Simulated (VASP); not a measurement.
# MgS (F-43m) in VASP: notebook, part 2 of 2

VASP 6.6.1.

## 3. Single point, LDA

INCAR reads:

```
PREC     = Accurate       # precision mode
ENCUT    = 520            # plane-wave cutoff, eV
EDIFF    = 1E-6           # SCF threshold, eV
ISMEAR   = 0              # smearing method
SIGMA    = 0.02           # smearing width, eV
LREAL    = F              # projectors in reciprocal space
LASPH    = T              # aspherical terms in the spheres
NELM     = 100            # most SCF steps
ALGO     = Normal         # electronic algorithm
ISIF     = 2              # what is computed and relaxed
LWAVE    = F              # write WAVECAR
LCHARG   = F              # write CHGCAR
GGA      = CA             # functional
NBANDS   = 16             # bands
```

KPOINTS reads:

```
Automatic mesh
0
Gamma
  6 4 6
```

POSCAR reads:

```
MgS
1.0
    3.9554811087      0.0000000000      0.0000000000
    0.0000000000      5.5938950145      0.0000000000
    0.0000000000      0.0000000000      3.9554811163
Mg S
2 2
Direct
    0.0000000000      0.0000000000      0.0000000000
    0.5000000000      0.5000000000      0.4999970000
    0.5000000000      0.2500000000      0.0000000000
    0.0000000000      0.7500000000      0.4999970000
```

Potentials or basis: VASP PAW LDA potentials, release 64 (Mg, S).

Command:

```bash
cat potpaw_LDA.64/Mg/POTCAR potpaw_LDA.64/S/POTCAR > POTCAR
mpirun -np 1 vasp_std > vasp.out
```

OUTCAR:

```text
PREC = Accurate
   ENCUT = 520
   EDIFF = 1E-6
   ISMEAR = 0
   LREAL = F
   LASPH = T
   NELM = 100
   ISIF = 2
   GGA = CA

 ion  position               nearest neighbor table
   1  0.000  0.000  0.000-   4 2.42   3 2.42   3 2.42   4 2.42
   2  0.500  0.500  0.500-   3 2.42   4 2.42   4 2.42   3 2.42
   3  0.500  0.250  0.000-   2 2.42   1 2.42   1 2.42   2 2.42
   4  0.000  0.750  0.500-   1 2.42   2 2.42   2 2.42   1 2.42

  LATTYP: Found a simple tetragonal cell.
 ALAT       =     3.9554811087
 C/A-ratio  =     1.4142135585

  Lattice vectors:

 A1 = (  -3.9554811087,   0.0000000000,   0.0000000000)
 A2 = (   0.0000000000,   0.0000000000,   3.9554811163)
 A3 = (   0.0000000000,   5.5938950145,   0.0000000000)

Analysis of symmetry for initial positions (statically):
=====================================================================
 Subroutine PRICEL returns following result:

  LATTYP: Found a face centered cubic cell.
 ALAT       =     5.5939034156

  Lattice vectors:

 A1 = (  -1.9777405543,   2.7969475072,   1.9777524246)
 A2 = (   0.0000000000,   0.0000000000,   3.9554811163)
 A3 = (   1.9777405543,   2.7969475072,   1.9777286917)

   2 primitive cells build up your supercell.

 Routine SETGRP: Setting up the symmetry group for a
 simple tetragonal supercell.

 Subroutine GETGRP returns: Found  8 space group operations
 (whereof  8 operations were pure point group operations)
 out of a pool of 16 trial point group operations.

The static configuration has the point symmetry D_2d.

Analysis of symmetry for dynamics (positions and initial velocities):
=====================================================================
 Subroutine PRICEL returns following result:

  LATTYP: Found a face centered cubic cell.
 ALAT       =     5.5939034156

[... 133 lines left out ...]
   IMIX   =      4    mixing-type and parameters
     AMIX     =   0.40;   BMIX     =  1.00
     AMIX_MAG =   1.60;   BMIX_MAG =  1.00
  volume/ion in A,a.u.               =      21.88       147.66
  Fermi-wavevector in a.u.,A,eV,Ry     =   0.929131  1.755804 11.745710  0.863285
  Thomas-Fermi vector in A             =   2.055382
   LORBIT       =      0    0 simple, 1 ext, 2 COOP (PROOUT), +10 PAW based schemes
   GGA     = CA    functional components
   LHFCALC =     F    Hartree Fock is set to
   AEXX    =    0.0000 exact exchange contribution
   IVDW    =     0    specifies the selected vdW correction
   LEPSILON=     F    determine dielectric tensor
   LRPA    =     F    only Hartree local field effects (RPA)
 non-spin polarized calculation
 Gauss-broadening in eV      SIGMA  =   0.02
  energy-cutoff  :      520.00
  volume of cell :       87.52
 maximum number of plane-waves:      2405
 NGX is ok and might be reduce to    30
   NGX = 15   NGY = 21   NGZ = 15

 number of electron      16.0000006 magnetization

 Free energy of the ion-electron system (eV)
  ---------------------------------------------------
  ext. energy  EPLUGINS =         0.00000000
  ---------------------------------------------------
  free energy    TOTEN  =       -18.78673971 eV

  energy without entropy =      -18.78673971  energy(sigma->0) =      -18.78673971

 E-fermi :   1.2601     XC(G=0):  -8.8998

 val. band max:        1.1270949844   @ k =   0.0000   0.0000   0.0000
 cond. band min:       4.5035492062   @ k =   0.0000   0.0000   0.0000
 fundamental gap:      3.3764542219
 Fermi energy:         1.2601191973

 k-point     1 :       0.0000    0.0000    0.0000
  band No.  band energies     occupation
      1     -10.2344      2.00000
      2      -9.2303      2.00000
      3      -1.8619      2.00000
      4       0.0255      2.00000
      5       0.0255      2.00000
      6       1.1270      2.00000
[... 433 lines left out ...]
      3      -1.4251      2.00000
      4      -1.4244      2.00000
      5      -1.0102      2.00000
      6      -0.0742      2.00000
[... 8 lines left out ...]
     15      10.7648      0.00000
     16      11.2219      0.00000

 [... further k-points ...]

------------------------ aborting loop because EDIFF is reached ----------------------------------------

  FORCE on cell =-STRESS in cart. coord.  units (eV):
  Direction    XX          YY          ZZ          XY          YZ          ZX
  --------------------------------------------------------------------------------------
  -------------------------------------------------------------------------------------
  Total       -0.1892132     -0.1945439     -0.1892132      0.0000000     -0.0000000      0.0000000
  in kB       -3.4637699     -3.5613558     -3.4637699      0.0000000     -0.0000000      0.0000000
  external PRESSURE =      -3.4962985 kB  Pullay stress =       0.0000000 kB

 VOLUME and BASIS-vectors are now :
 -----------------------------------------------------------------------------
  energy-cutoff  :      520.00
  volume of cell :       87.52
      direct lattice vectors                 reciprocal lattice vectors
     3.955481109  0.000000000  0.000000000     0.252813747  0.000000000  0.000000000
     0.000000000  5.593895015  0.000000000     0.000000000  0.178766315  0.000000000
     0.000000000  0.000000000  3.955481116     0.000000000  0.000000000  0.252813746

 POSITION                                       TOTAL-FORCE (eV/Angst)
 -----------------------------------------------------------------------------------
      0.00000      0.00000      0.00000        -0.000000     -0.000000      0.000000
      1.97774      2.79695      1.97773        -0.000000     -0.000000      0.000000
      1.97774      1.39847      0.00000        -0.000000      0.000000      0.000000
      0.00000      4.19542      1.97773         0.000000      0.000000     -0.000000
 -----------------------------------------------------------------------------------
    total drift:                                0.000000      0.000000      0.006688

  FREE ENERGIE OF THE ION-ELECTRON SYSTEM (eV)
  ---------------------------------------------------
  free  energy   TOTEN  =       -18.7867397130 eV

  energy  without entropy=      -18.7867397130  energy(sigma->0) =      -18.78673971
```

stdout:

```text
POSCAR found type information on POSCAR MgS
 POSCAR found :  2 types and       4 ions
 scaLAPACK will be used
 LDA part: xc-table for (Slater(with rela. corr.)+CA(PZ))
 , standard interpolation
 POSCAR, INCAR and KPOINTS ok, starting setup
 FFT: planning ... GRIDC
 FFT: planning ... GRID_SOFT
 FFT: planning ... GRID
 WAVECAR not read
 entering main loop
```

It took 30 s on 1 thread of Intel Xeon Platinum 8488C (Sapphire Rapids), shared host; peak memory 0.17 GiB.

What came out:

```yaml
Free_energy: -18.7867 eV
Pressure: -0.3 GPa
Band_gap_on_the_k_mesh: 3.38 eV
```

Levels at points of the mesh, in eV from the valence-band top:
```csv
k point,band 4,band 5,band 6,band 7,band 8,band 9,band 10,band 11,band 12,band 13
"(0.00, 0.00, 0.00)",-1.10,-1.10,0.00,0.00,0.00,3.38,3.63,5.48,7.86,7.86
"(0.50, 0.00, 0.00)",-2.58,-1.50,-1.50,-0.37,-0.37,6.25,6.25,6.78,6.78,7.93
"(0.00, 0.50, 0.00)",-1.85,-0.61,-0.61,-0.61,-0.61,5.04,5.04,6.40,6.40,8.35
"(0.50, 0.50, 0.00)",-3.34,-0.35,-0.35,-0.35,-0.35,5.00,5.00,7.51,7.51,7.51
"(0.50, 0.00, 0.50)",-2.99,-1.10,-1.10,-1.10,-1.10,3.63,3.63,5.48,5.48,11.24
"(0.50, 0.50, 0.50)",-2.43,-1.98,-1.98,-1.44,-1.44,5.37,5.37,7.97,7.97,8.06
```

## 4. Single point, LDA

INCAR reads:

```
SYSTEM = MgS
ALGO     = Normal         ! electronic algorithm
EDIFF    = 1E-6           ! SCF threshold, eV
ENCUT    = 520            ! plane-wave cutoff, eV
ISIF     = 2              ! what is computed and relaxed
ISMEAR   = 0              ! smearing method
LASPH    = .TRUE.         ! aspherical terms in the spheres
LCHARG   = .FALSE.        ! write CHGCAR
LREAL    = .FALSE.        ! projectors in reciprocal space
LWAVE    = .FALSE.        ! write WAVECAR
NBANDS   = 16             ! bands
NELM     = 100            ! most SCF steps
PREC     = Accurate       ! precision mode
SIGMA    = 0.1            ! smearing width, eV
```

KPOINTS reads:

```
k-points
0
G
  4 4 4
  0 0 0
```

POSCAR is that of step 3.

Command:

```bash
cat potpaw_LDA.64/Mg/POTCAR potpaw_LDA.64/S/POTCAR > POTCAR
mpirun -np 1 vasp_std > vasp.out
```

It took 19 s on 1 thread of Intel Xeon Platinum 8488C (Sapphire Rapids), shared host; peak memory 0.16 GiB.

The run converged. Its results:

```yaml
Free_energy: -18.7752 eV
Pressure: -0.3 GPa
Band_gap_on_the_k_mesh: 3.37 eV
```

Levels at points of the mesh, in eV from the valence-band top:
| k point | band 4 | band 5 | band 6 | band 7 | band 8 | band 9 | band 10 | band 11 | band 12 | band 13 |
| --- | --- | --- | --- | --- | --- | --- | --- | --- | --- | --- |
| (0.00, 0.00, 0.00) | -1.10 | -1.10 | 0.00 | 0.00 | 0.00 | 3.37 | 3.62 | 5.47 | 7.86 | 7.86 |
| (0.50, 0.00, 0.00) | -2.58 | -1.50 | -1.50 | -0.37 | -0.37 | 6.24 | 6.24 | 6.78 | 6.78 | 7.93 |
| (0.00, 0.50, 0.00) | -1.85 | -0.61 | -0.61 | -0.61 | -0.61 | 5.04 | 5.04 | 6.40 | 6.40 | 8.34 |
| (0.50, 0.50, 0.00) | -3.34 | -0.35 | -0.35 | -0.35 | -0.35 | 5.00 | 5.00 | 7.51 | 7.51 | 7.51 |
| (0.50, 0.00, 0.50) | -2.99 | -1.10 | -1.10 | -1.10 | -1.10 | 3.62 | 3.62 | 5.47 | 5.47 | 11.24 |
| (0.50, 0.50, 0.50) | -2.43 | -1.98 | -1.98 | -1.44 | -1.44 | 5.36 | 5.36 | 7.97 | 7.97 | 8.05 |

Caveat: the real-space grid breaks the cell's symmetry a little. A k mesh can miss the band edges.
